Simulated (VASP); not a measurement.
# TaN (Fm-3m) in VASP: a series of runs

One crystal, TaN, is run at these levels: PBE; tasks: single point.

Everything below comes from runs of VASP 6.6.1. Logs are shortened: lines on timing, memory, paths and dates and some standing lists are left out, and cuts for length are marked.

## (1) The structure

Symmetry: Fm-3m, No. 225, cubic system. Conventional cell: a = 4.358 Å, b = 4.358 Å, c = 4.358 Å, α = 90.00°, β = 90.00°, γ = 90.00°. Ta (site symmetry m-3m) is surrounded by 6 N at 2.18 Å. N (site symmetry m-3m) is surrounded by 6 Ta at 2.18 Å.

## (2) Single point, PBE, collinear spin, ferromagnetic start

The input, INCAR:

```
PREC     = Accurate       # precision mode
ENCUT    = 520            # plane-wave cutoff, eV
EDIFF    = 1E-7           # SCF threshold, eV
ISMEAR   = 0              # smearing method
SIGMA    = 0.05           # smearing width, eV
LREAL    = False          # projectors in reciprocal space
LASPH    = True           # aspherical terms in the spheres
NELM     = 80             # most SCF steps
ALGO     = Normal         # electronic algorithm
ISIF     = 2              # what is computed and relaxed
LWAVE    = False          # write WAVECAR
LCHARG   = True           # write CHGCAR
ISPIN    = 2              # spin polarisation
MAGMOM   = 0.5 0          # initial moments
LORBIT   = 11             # projections on sites
LMAXMIX  = 4              # l up to which the mixer works
GGA      = PE             # functional
LELF     = True           # ELF
LVHAR    = True         
NBANDS   = 19             # bands
```

The input, KPOINTS:

```
Automatic mesh
0
Gamma
  7 7 7
```

The input, POSCAR:

```
TaN
1.0
    0.0000000000      2.1790013100      2.1790013100
    2.1790013100      0.0000000000      2.1790013100
    2.1790013100      2.1790013100      0.0000000000
Ta N
1 1
Direct
    0.5000000000      0.5000000000      0.5000000000
    0.0000000000      0.0000000000      0.0000000000
```

Potentials or basis: VASP PAW PBE potentials, release 64 (Ta_pv, N).

On the command line:

```bash
$ cat potpaw_PBE.64/Ta_pv/POTCAR potpaw_PBE.64/N/POTCAR > POTCAR
$ mpirun -np 1 vasp_std > vasp.out
```

OUTCAR:

```text
PREC = Accurate
   ENCUT = 520
   EDIFF = 1E-7
   ISMEAR = 0
   LREAL = False
   LASPH = True
   NELM = 80
   ISIF = 2
   ISPIN = 2
   LORBIT = 11
   GGA = PE

 ion  position               nearest neighbor table
   1  0.500  0.500  0.500-   2 2.18   2 2.18   2 2.18   2 2.18   2 2.18   2 2.18
   2  0.000  0.000  0.000-   1 2.18   1 2.18   1 2.18   1 2.18   1 2.18   1 2.18

  LATTYP: Found a face centered cubic cell.
 ALAT       =     4.3580026200

  Lattice vectors:

 A1 = (   0.0000000000,   2.1790013100,   2.1790013100)
 A2 = (   2.1790013100,   0.0000000000,   2.1790013100)
 A3 = (   2.1790013100,   2.1790013100,   0.0000000000)

Analysis of symmetry for initial positions (statically):
=====================================================================
 Subroutine PRICEL returns:
 Original cell was already a primitive cell.

 Routine SETGRP: Setting up the symmetry group for a
 face centered cubic supercell.

 Subroutine GETGRP returns: Found 48 space group operations
 (whereof 48 operations were pure point group operations)
 out of a pool of 48 trial point group operations.

The static configuration has the point symmetry O_h .

Analysis of symmetry for dynamics (positions and initial velocities):
=====================================================================
 Subroutine PRICEL returns:
 Original cell was already a primitive cell.

 Routine SETGRP: Setting up the symmetry group for a
 face centered cubic supercell.

 Subroutine GETGRP returns: Found 48 space group operations
 (whereof 48 operations were pure point group operations)
 out of a pool of 48 trial point group operations.

The dynamic configuration has the point symmetry O_h .

Analysis of structural, dynamic, and magnetic symmetry:
=====================================================================
 Subroutine PRICEL returns:
 Original cell was already a primitive cell.

 Routine SETGRP: Setting up the symmetry group for a
 face centered cubic supercell.

 Subroutine GETGRP returns: Found 48 space group operations
 (whereof 48 operations were pure point group operations)
 out of a pool of 48 trial point group operations.

The overall configuration has the point symmetry O_h .

 Subroutine INISYM returns: Found 48 space group operations
 (whereof 48 operations are pure point group operations),
 and found     1 'primitive' translations

----------------------------------------------------------------------------------------

                                     Primitive cell

  volume of cell :      20.6920

  direct lattice vectors                    reciprocal lattice vectors
     0.000000000  2.179001310  2.179001310    -0.229462918  0.229462918  0.229462918
     2.179001310  0.000000000  2.179001310     0.229462918 -0.229462918  0.229462918
     2.179001310  2.179001310  0.000000000     0.229462918  0.229462918 -0.229462918

  length of vectors
     3.081573205  3.081573205  3.081573205     0.397441433  0.397441433  0.397441433

  position of ions in fractional coordinates (direct lattice)
     0.500000000  0.500000000  0.500000000
     0.000000000  0.000000000  0.000000000

  ion indices of the primitive-cell ions
   primitive index   ion index
                 1           1
                 2           2

----------------------------------------------------------------------------------------

 KPOINTS: Automatic mesh

Automatic generation of k-mesh.
 Grid dimensions read from file:
 generate k-points for:    7    7    7

 Generating k-lattice:

  Cartesian coordinates                     Fractional coordinates (reciprocal lattice)
    -0.032780417  0.032780417  0.032780417     0.142857143  0.000000000  0.000000000
     0.032780417 -0.032780417  0.032780417     0.000000000  0.142857143  0.000000000
     0.032780417  0.032780417 -0.032780417     0.000000000  0.000000000  0.142857143

  Length of vectors
     0.056777348  0.056777348  0.056777348

  Shift w.r.t. Gamma in fractional coordinates (k-lattice)
     0.000000000  0.000000000  0.000000000

 Subroutine IBZKPT returns following result:
 ===========================================

 Found     20 irreducible k-points:

 Following reciprocal coordinates:
            Coordinates               Weight
  0.000000  0.000000  0.000000      1.000000
  0.142857  0.000000  0.000000      8.000000
  0.285714  0.000000  0.000000      8.000000
  0.428571  0.000000  0.000000      8.000000
  0.142857  0.142857  0.000000      6.000000
  0.285714  0.142857  0.000000     24.000000
[... 12 lines left out ...]
 -0.428571  0.428571  0.142857     24.000000
 -0.285714  0.428571  0.142857     24.000000
   k-points           NKPTS =     20   k-points in BZ     NKDIM =     20   number of bands    NBANDS=     19
   number of dos      NEDOS =    301   number of ions     NIONS =      2
   total plane-waves  NPLWV =  13824
   dimension x,y,z NGX =    24 NGY =   24 NGZ =   24
   dimension x,y,z NGXF=    48 NGYF=   48 NGZF=   48
   ions per type =               1   1
   NGX,Y,Z   is equivalent  to a cutoff of  12.95, 12.95, 12.95 a.u.
   NGXF,Y,Z  is equivalent  to a cutoff of  25.90, 25.90, 25.90 a.u.
 SYSTEM =  unknown system
   PREC   = accura    normal or accurate (medium, high low for compatibility)
   ISTART =      0    job   : 0-new  1-cont  2-samecut
   ICHARG =      2    charge: 1-file 2-atom 10-const
   ISPIN  =      2    spin polarized calculation?
   LNONCOLLINEAR =      F non collinear calculations
   LSORBIT =      F    spin-orbit coupling
   LASPH  =      T    aspherical Exc in radial PAW
   ENCUT  =  520.0 eV  38.22 Ry    6.18 a.u.   5.73  5.73  5.73*2*pi/ulx,y,z
   NELM   =     80;   NELMIN=  2; NELMDL= -5     # of ELM steps
   EDIFF  = 0.1E-06   stopping-criterion for ELM
   LREAL  =      F    real-space projection
   EDIFFG = 0.1E-05   stopping-criterion for IOM
   NSW    =      0    number of steps for IOM
   IBRION =     -1    ionic relax: 0-MD 1-quasi-New 2-CG
   NFREE  =      0    steps in history (QN), initial steepest desc. (CG)
   ISIF   =      2    stress and relaxation
   ISYM   =      2    0-nonsym 1-usesym 2-fastsym
   POTIM  = 0.5000    time-step for ionic-motion
   TEBEG  =    0.0;   TEEND  =   0.0 temperature during run
   PSTRESS=    0.0 pullay stress
   NELECT =      16.0000    total number of electrons
   NUPDOWN=      -1.0000    fix difference up-down
   EMIN   =  10.00;   EMAX   =-10.00  energy-range for DOS
   EFERMI =   0.00;   METHOD = LEGACY
   ISMEAR =     0;   SIGMA  =   0.05  broadening in eV -4-tet -1-fermi 0-gaus
   EFERMI_NEDOS =   21; number of points for ismear=-14 and -15
   IALGO  =     38    algorithm
   IMIX   =      4    mixing-type and parameters
     AMIX     =   0.40;   BMIX     =  1.00
     AMIX_MAG =   1.60;   BMIX_MAG =  1.00
  volume/ion in A,a.u.               =      10.35        69.82
  Fermi-wavevector in a.u.,A,eV,Ry     =   1.502614  2.839528 30.719885  2.257848
  Thomas-Fermi vector in A             =   2.613831
   LORBIT       =     11    0 simple, 1 ext, 2 COOP (PROOUT), +10 PAW based schemes
   GGA     = PE    functional components
   LHFCALC =     F    Hartree Fock is set to
   AEXX    =    0.0000 exact exchange contribution
   IVDW    =     0    specifies the selected vdW correction
   LEPSILON=     F    determine dielectric tensor
   LRPA    =     F    only Hartree local field effects (RPA)
 spin polarized calculation
 Gauss-broadening in eV      SIGMA  =   0.05
  energy-cutoff  :      520.00
  volume of cell :       20.69
 maximum number of plane-waves:       567
   NGX = 11   NGY = 11   NGZ = 11

 number of electron      16.0000000 magnetization      -0.0012232

 number of electron      16.0000000 magnetization       0.0002270

 Free energy of the ion-electron system (eV)
  ---------------------------------------------------
  ext. energy  EPLUGINS =         0.00000000
  ---------------------------------------------------
  free energy    TOTEN  =       -21.80593978 eV

  energy without entropy =      -21.80371526  energy(sigma->0) =      -21.80482752

 E-fermi :   9.8528     XC(G=0): -13.5918

 val. band max:        9.8104350408   @ k =  -0.2857   0.1429   0.0000
 cond. band min:       9.8734574491   @ k =   0.2857   0.0000   0.0000
 fundamental gap:      0.0630224084
 Fermi energy:         9.8527633079

 spin component 1

 k-point     1 :       0.0000    0.0000    0.0000
  band No.  band energies     occupation
      1     -25.9162      1.00000
      2     -25.9162      1.00000
      3     -25.9162      1.00000
      4      -9.1993      1.00000
      5       5.9981      1.00000
      6       5.9981      1.00000
[... 11 lines left out ...]
     18      34.6259      0.00000
     19      37.0466      0.00000

 k-point     2 :       0.1429    0.0000    0.0000
  band No.  band energies     occupation
      1     -26.1062      1.00000
      2     -25.9333      1.00000
      3     -25.9333      1.00000
      4      -8.6951      1.00000
      5       4.0709      1.00000
      6       4.6752      1.00000
[... 11 lines left out ...]
     18      31.7425      0.00000
     19      37.6016      0.00000

 k-point     3 :       0.2857    0.0000    0.0000
  band No.  band energies     occupation
      1     -26.5093      1.00000
      2     -25.9715      1.00000
      3     -25.9715      1.00000
      4      -7.4574      1.00000
      5       1.4396      1.00000
      6       3.0823      1.00000
[... 345 lines left out ...]
  band No.  band energies     occupation
      1     -26.6211      1.00000
      2     -26.3044      1.00000
      3     -26.2127      1.00000
      4      -7.4347      1.00000
      5       2.4212      1.00000
      6       3.2964      1.00000
[... 11 lines left out ...]
     18      30.3553      0.00000
     19      31.2527      0.00000

 k-point    20 :      -0.2857    0.4286    0.1429
  band No.  band energies     occupation
      1     -26.5071      1.00000
      2     -26.4778      1.00000
      3     -26.1938      1.00000
      4      -7.1477      1.00000
      5       1.8749      1.00000
      6       2.9606      1.00000
[... 11 lines left out ...]
     18      30.0010      0.00000
     19      30.7962      0.00000
 Fermi energy:         9.8527633079

 spin component 2

 k-point     1 :       0.0000    0.0000    0.0000
  band No.  band energies     occupation
      1     -25.9161      1.00000
      2     -25.9161      1.00000
      3     -25.9161      1.00000
      4      -9.1993      1.00000
      5       5.9981      1.00000
      6       5.9981      1.00000
[... 11 lines left out ...]
     18      34.6260      0.00000
     19      37.0467      0.00000

 k-point     2 :       0.1429    0.0000    0.0000
  band No.  band energies     occupation
      1     -26.1061      1.00000
      2     -25.9332      1.00000
      3     -25.9332      1.00000
      4      -8.6950      1.00000
      5       4.0710      1.00000
      6       4.6753      1.00000
[... 11 lines left out ...]
     18      31.7427      0.00000
     19      37.6017      0.00000

 k-point     3 :       0.2857    0.0000    0.0000
  band No.  band energies     occupation
      1     -26.5092      1.00000
      2     -25.9714      1.00000
      3     -25.9714      1.00000
      4      -7.4574      1.00000
      5       1.4397      1.00000
      6       3.0824      1.00000
[... 346 lines left out ...]
      1     -26.6210      1.00000
      2     -26.3043      1.00000
      3     -26.2126      1.00000
      4      -7.4347      1.00000
      5       2.4213      1.00000
      6       3.2965      1.00000
[... 11 lines left out ...]
     18      30.3554      0.00000
     19      31.2529      0.00000

 k-point    20 :      -0.2857    0.4286    0.1429
  band No.  band energies     occupation
      1     -26.5070      1.00000
      2     -26.4777      1.00000
      3     -26.1938      1.00000
      4      -7.1477      1.00000
      5       1.8750      1.00000
      6       2.9606      1.00000
[... 11 lines left out ...]
     18      30.0011      0.00000
     19      30.7963      0.00000

------------------------ aborting loop because EDIFF is reached ----------------------------------------

  FORCE on cell =-STRESS in cart. coord.  units (eV):
  Direction    XX          YY          ZZ          XY          YZ          ZX
  --------------------------------------------------------------------------------------
  -------------------------------------------------------------------------------------
  Total        1.9808451      1.9808451      1.9808451      0.0000000      0.0000000      0.0000000
  in kB      153.3764316    153.3764316    153.3764316      0.0000000      0.0000000      0.0000000
  external PRESSURE =     153.3764316 kB  Pullay stress =       0.0000000 kB

 VOLUME and BASIS-vectors are now :
 -----------------------------------------------------------------------------
  energy-cutoff  :      520.00
  volume of cell :       20.69
      direct lattice vectors                 reciprocal lattice vectors
     0.000000000  2.179001310  2.179001310    -0.229462918  0.229462918  0.229462918
     2.179001310  0.000000000  2.179001310     0.229462918 -0.229462918  0.229462918
     2.179001310  2.179001310  0.000000000     0.229462918  0.229462918 -0.229462918

 POSITION                                       TOTAL-FORCE (eV/Angst)
 -----------------------------------------------------------------------------------
      2.17900      2.17900      2.17900        -0.000000     -0.000000     -0.000000
      0.00000      0.00000      0.00000         0.000000      0.000000      0.000000
 -----------------------------------------------------------------------------------
    total drift:                                0.000000     -0.000000     -0.000000

  FREE ENERGIE OF THE ION-ELECTRON SYSTEM (eV)
  ---------------------------------------------------
  free  energy   TOTEN  =       -21.8059397791 eV

  energy  without entropy=      -21.8037152608  energy(sigma->0) =      -21.80482752

 total charge

# of ion       s       p       d       tot
------------------------------------------
    1        0.283   6.238   2.474   8.995
    2        1.231   2.568   0.000   3.799
--------------------------------------------------
tot          1.514   8.806   2.474  12.794

 magnetization (x)

# of ion       s       p       d       tot
------------------------------------------
    1        0.000   0.000   0.000   0.000
    2       -0.000   0.000   0.000   0.000
--------------------------------------------------
tot          0.000   0.000   0.000   0.000
```

Wall time 18 s (1 thread of Intel Xeon Platinum 8375C at 2.90GHz (Ice Lake), shared host); peak memory 0.15 GiB.

Results:

| Property | Result |
| --- | --- |
| Free energy | -21.8059 eV |
| Pressure | 15.3 GPa |
| Band gap on the k mesh | none (metal or under the smearing width) |
| Net moment | 0.00 μB per cell |
| Valence electrons inside the program's atomic spheres | Ta 8.99; N 3.80 |

Levels at points of the mesh, in eV from the Fermi level:
Spin up:
```tsv
k point	band 6	band 7	band 8	band 9	band 10	band 11
(0.00, 0.00, 0.00)	-3.85	-3.85	-2.20	-2.20	-2.20	0.05
```
Spin down:
```csv
k point,band 6,band 7,band 8,band 9,band 10,band 11
"(0.00, 0.00, 0.00)",-3.85,-3.85,-2.20,-2.20,-2.20,0.05
```

Caveat: so large a pressure means that the cell lies far from this level's equilibrium, or that cutoff or potentials fall short. Spin-orbit coupling is left out, which matters for the levels of Ta.

(Part 1 of 2 ends here.)
